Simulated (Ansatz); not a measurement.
**Ta: relaxation of cell and atoms with HSE03**

The system is Ta.

```
Ta
1.0
    -1.65128    1.65128    1.65128
     1.65128   -1.65128    1.65128
     1.65128    1.65128   -1.65128
Ta
1
Direct
  0.00000 0.00000 0.00000
```

```
Program             : Ansatz 0.2.0
Task                : relaxation of cell and atoms
Functional          : HSE03
Potentials or basis : Ansatz PAW
Cutoff              : 420 eV (not typed: the program's choice for these potentials)
k mesh              : 6 × 6 × 6
Occupations         : fermi-dirac, width 0.05 eV
Spin                : no spin polarisation
```

| Item | Value |
| --- | --- |
| Relaxed volume | 18.42 Å³/atom |
| Relaxed cell | a = 2.881 Å, b = 2.881 Å, c = 2.881 Å, α = 109.47°, β = 109.47°, γ = 109.47° |
| Space group after relaxing (to 0.05 Å) | Im-3m (No. 229) |
| Energy gained by relaxing | 5.7 meV/atom |
| Ionic steps | 4 |
| Pressure after relaxing | 0.0 GPa |
| Band gap on the k mesh | none (metal or under the smearing width) |

The path:
| step | energy change (eV) | largest force (eV/Å) | volume (Å³) |
| --- | --- | --- | --- |
| 1 | 0.0000 | 0.0000 | 18.01 |
| 2 | -0.0056 | 0.0000 | 18.44 |
| 3 | -0.0056 | 0.0000 | 18.42 |
| 4 | -0.0057 | 0.0000 | 18.42 |

Final structure:
```
Ta
1.0
    -1.66360    1.66360    1.66360
     1.66360   -1.66360    1.66360
     1.66360    1.66360   -1.66360
Ta
1
Direct
  0.00000 0.00000 0.00000
```

Levels at points of the mesh, in eV from the Fermi level:
```tsv
k point	band 2	band 3	band 4	band 5	band 6	band 7	band 8	band 9
(0.00, 0.00, 0.00)	-35.10	-35.10	-35.10	-8.62	1.19	1.19	1.19	4.73
(0.00, 0.00, -0.50)	-36.36	-35.49	-35.11	-4.63	-1.46	1.44	4.57	5.63
(-0.50, -0.50, -0.50)	-35.95	-35.95	-35.95	-3.95	-3.95	7.50	7.50	7.50
```

Run time: 28 s on 2 threads of Intel(R) Xeon(R) Processor @ 2.70GHz, with other jobs on the host, peak memory 0.64 GiB.

Caveat: the k mesh is coarse (spacing up to 0.45 Å⁻¹), so the values aren't converged, least of all with exact exchange; the plane-wave basis is chosen anew once the cell has moved, so the energies of steps on either side of that aren't comparable; the PAW data sets come from PBE, with cores solved anew for the run's functional, which leaves a small shift of forces and pressure. Zero-point motion and thermal expansion aren't in these numbers.
